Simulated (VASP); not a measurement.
PtSe2:

```xyz
3
Lattice="3.2802 -2.0108 0.0000 3.2802 2.0108 0.0000 -0.0032 0.0000 4.6258" Properties=species:S:1:pos:R:3 pbc="T T T"
Pt    0.0000    0.0000    0.0000
Se    4.5120    0.0000    1.3364
Se    2.0452    0.0000    3.2894
```

The cell was built by a generator and isn't the measured one.

Base run:

| Property | Result |
| --- | --- |
| Program | VASP 6.6.1 |
| Functional | PBEsol |
| Potentials or basis | VASP PAW PBE potentials, release 64 (Pt, Se) |
| Cutoff | 520 eV |
| k mesh | 6 × 6 × 4 |
| Occupations | gaussian, width 0.05 eV |
| Spin | collinear spin, ferromagnetic start |
| Starting moments | [0.5, 0.0, 0.0] μB |
| Hubbard terms | Pt d U = 7 eV |

Its results: band gap on the k mesh none (metal or under the smearing width); pressure -10.6 GPa; net moment 0.00 μB per cell; largest force 1.001 eV/Å.

Task: The run is repeated on the same cell with these changes: hubbard terms from Pt d U = 7 eV to Pt d U = 6 eV. What comes out?

Result: Band gap on the k mesh none (metal or under the smearing width); pressure -10.0 GPa; net moment 0.00 μB per cell; largest force 1.041 eV/Å.

Caveats: the PAW data sets were made with another functional, which shifts forces and pressure a little.
